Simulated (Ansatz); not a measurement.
The system is CoO.

```
CELL_PARAMETERS angstrom
1.60222 0.92504 2.56647
-1.60222 0.92504 2.56647
0.00000 -1.85008 2.56647
ATOMIC_POSITIONS crystal
Co 0.99898 0.99898 0.99898
O 0.75102 0.75102 0.75102
```

Measurements of this composition are mostly on another form, of space group No. 225.

Base run:

```yaml
Program: Ansatz 0.2.0
Functional: PBEsol
Potentials_or_basis: all-electron LAPW, non-relativistic
Cutoff: 456 eV
Density_cutoff: 1823 eV
Basis_error_allowed: 0.001 eV/atom
k_mesh: 10 × 10 × 10
Occupations: fermi-dirac, width 0.05 eV
Spin: collinear spin, ferromagnetic start
Starting_moments: "[2.0, 0.0] μB"
```

Its results: pressure -6.5 GPa; largest force 0.232 eV/Å.

Q: After a change of settings the same cell gave: pressure -21.7 GPa; largest force 0.168 eV/Å. Which change was it?
A. potentials or basis from all-electron LAPW, non-relativistic to all-electron LAPW, inner shells corrected to Dirac's equation
B. functional from PBEsol to LDA; potentials or basis from all-electron LAPW, non-relativistic to all-electron LAPW, scalar-relativistic
C. potentials or basis from all-electron LAPW, non-relativistic to all-electron LAPW, scalar-relativistic; spin from collinear spin, ferromagnetic start to no spin polarisation
D. potentials or basis from all-electron LAPW, non-relativistic to all-electron LAPW, scalar-relativistic; k mesh from 10 × 10 × 10 to 7 × 7 × 7

A: C.

Caveats: a cell with one magnetic atom can't hold antiferromagnetic order, which such compounds often take (some runs); an odd number of electrons without spin polarisation forces a metal (some runs); a magnetic or distorted state may lie lower (some runs).

Not every run made on this cell is shown here.
